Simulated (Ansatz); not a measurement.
MnSb:

```
Sb Mn
1.0
     4.15000    0.00000    0.00000
    -2.07500    3.59401    0.00000
     0.00000    0.00000    5.78000
Sb Mn
2 2
Direct
  0.66667 0.33333 0.75000
  0.33333 0.66667 0.25000
  0.00000 0.00000 0.50000
  0.00000 0.00000 0.00000
```

Base run:

| Property | Result |
| --- | --- |
| Program | Ansatz 0.2.0 |
| Functional | BLYP |
| Potentials or basis | Ansatz PAW |
| Cutoff | 420 eV (not typed: the program's choice for these potentials) |
| k mesh | 7 × 7 × 5 |
| Occupations | fermi-dirac, width 0.05 eV |
| Spin | collinear spin, ferromagnetic start |
| Starting moments | [0.0, 0.0, 4.0, 4.0] μB |

Its results: band gap on the k mesh none (metal or under the smearing width); pressure 1.1 GPa; net moment 6.57 μB per cell; site moments Sb -0.11; Mn +3.35 μB.

The run is repeated on the same cell with these changes: functional from BLYP to r2SCAN; cutoff from 420 eV (not typed: the program's choice for these potentials) to 500 eV (not typed: the program's choice for these potentials). What comes out?

Band gap on the k mesh none (metal or under the smearing width); pressure 0.3 GPa; net moment 7.47 μB per cell; site moments Sb -0.16; Mn +3.89 μB.

Caveats: spin-orbit coupling is left out, which moves the levels of the heavy elements; only a ferromagnetic start was run, and an antiferromagnetic order may lie lower in energy; the PAW data sets come from PBE, with cores solved anew for the run's functional, which leaves a small shift of forces and pressure; the magnetic or orbital state may not be the lowest (some runs).
